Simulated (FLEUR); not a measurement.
The system is MgO.

```
Mg O
1.0
     3.30779    0.00000    0.00000
    -1.65389    2.86463    0.00000
     0.00000    0.00000    4.98288
Mg O
2 2
Direct
  0.66667 0.33333 0.50216
  0.33333 0.66667 0.00216
  0.66667 0.33333 0.90244
  0.33333 0.66667 0.40244
```

Measurements of this composition are mostly on another form, of space group No. 225.

```yaml
Program: FLEUR MaX-R8.1 (patched build s14)
Task: single point
Functional: PBE
Potentials_or_basis: all-electron
Basis: FLAPW
Kmax: 4.47 1/bohr
k_mesh: 9 × 9 × 6
Occupations: fermi-dirac, width 0.05 eV
Spin: no spin polarisation
Gmax: 13.9 1/bohr
Muffin-tin_radii: Mg 1.79, O 1.56 bohr
lmax: Mg 7, O 6
Local_orbitals_a_species: Mg 5, O 3
Max_iterations: 60
Mixing_factor: 0.05
Mixer: Anderson
Mixer_history: 15
Density_convergence: 1e-05 me/bohr^3
```

On this cell: largest force 0.006 eV/Å; band gap on the k mesh 3.47 eV, direct.

The same run follows on a disturbed copy (atoms moved at random, drawn with an rms of 0.05 Å):

```xyz
4
Lattice="3.3078 0.0000 0.0000 -1.6539 2.8646 0.0000 0.0000 0.0000 4.9829" Properties=species:S:1:pos:R:3 pbc="T T T"
Mg    1.6167    1.0016    2.4270
Mg   -0.0468    1.9301    0.0444
O     1.6461    0.9485    4.5197
O    -0.0872    1.8937    2.0559
```

Task: What does the disturbed cell give?

Result: The energy moves by +29.6 meV/atom; largest force 1.490 eV/Å; band gap on the k mesh 3.35 eV, direct.

Forces in eV/Å, atoms in the order of the input:
```
Mg  -0.675 -0.743  1.101
Mg   0.290 -0.247 -0.495
O   -0.403  0.269  0.004
O    0.790  0.719 -0.604
```

Caveats: an odd mesh through Γ misses points on the zone boundary, where band edges often lie.
